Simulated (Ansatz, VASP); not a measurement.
# One calculation of C, two programs

File INCAR:

```
PREC = Accurate
ENCUT = 520
EDIFF = 1E-7
ISMEAR = 0
SIGMA = 0.05
LREAL = False
LASPH = True
NELM = 80
ALGO = Normal
ISIF = 2
LWAVE = False
LCHARG = False
GGA = PE
NBANDS = 26
```

Contents of KPOINTS:

```
Automatic mesh
0
Gamma
  12 12 4
```

The input POSCAR:

```
C
1.0
    2.4172977518      0.0000000000      0.0000000000
   -1.2086488759      2.0934412616      0.0000000000
    0.0000000000      0.0000000000      8.3045881819
C
8
Direct
    0.0000000000      0.0000000000      0.0929681641
    0.0000000000      0.0000000000      0.5929681641
    0.0000000000      0.0000000000      0.4070318359
    0.0000000000      0.0000000000      0.9070318359
    0.3333333333      0.6666666667      0.1555285626
    0.6666666667      0.3333333333      0.6555285626
    0.3333333333      0.6666666667      0.3444714374
    0.6666666667      0.3333333333      0.8444714374
```

Input for Ansatz:

```yaml
crystal:
  lattice:
    - [2.4172977518, 0.0, 0.0]
    - [-1.2086488759, 2.0934412616, 0.0]
    - [0.0, 0.0, 8.3045881819]
  atoms:
    - { symbol: C, position: [0.0, 0.0, 0.0929681641] }
    - { symbol: C, position: [0.0, 0.0, 0.5929681641] }
    - { symbol: C, position: [0.0, 0.0, 0.4070318359] }
    - { symbol: C, position: [0.0, 0.0, 0.9070318359] }
    - { symbol: C, position: [0.3333333333, 0.6666666667, 0.1555285626] }
    - { symbol: C, position: [0.6666666667, 0.3333333333, 0.6555285626] }
    - { symbol: C, position: [0.3333333333, 0.6666666667, 0.3444714374] }
    - { symbol: C, position: [0.6666666667, 0.3333333333, 0.8444714374] }
basis:
  ecutwfc: 420
kpoints:
  mp_grid: { grid: [12, 12, 4] }
hamiltonian:
  xc: pbe
scf:
  occupations: { method: gaussian, width: 0.05 }
output:
  forces: true
  stress: true
  eigenvalues: true
  write_density: true
  write_potential: true
  elf: true
  volumetric_format: npy
```

Change from the starting cell: strain -0.0400 x Voigt [1, 1, 0, 0, 0, 0], atoms carried along.

Alike in both runs: task single point; functional PBE; k mesh 12 × 12 × 4; occupations gaussian, width 0.05 eV; no spin polarisation.

|  | VASP | Ansatz |
| --- | --- | --- |
| version | VASP 6.6.1 | Ansatz 0.2.0 |
| potentials or method | VASP PAW PBE potentials, release 64 (C) | scalar-relativistic, plane waves, PAW |
| plane-wave cutoff (eV) | 520 | 420 |
| valence electrons in the cell | 32 | 32 |

```tsv
	VASP	Ansatz	Ansatz less VASP
gap on the k mesh at the Fermi level (eV)	4.57	4.58	+0.006
least direct gap on the mesh (eV)	4.57	4.58	+0.006
pressure (GPa)	43.1	42.1	-1.00
largest component of the traceless stress (GPa)	38.55	38.28	-0.270
rms of the force components (eV/Å)	0.152	0.143	-0.0092
```

Atom by atom the forces differ by 0.009 eV/Å (rms over components).

Caveats: so large a pressure means that the cell lies far from this level's equilibrium, or that cutoff or potentials fall short (VASP).
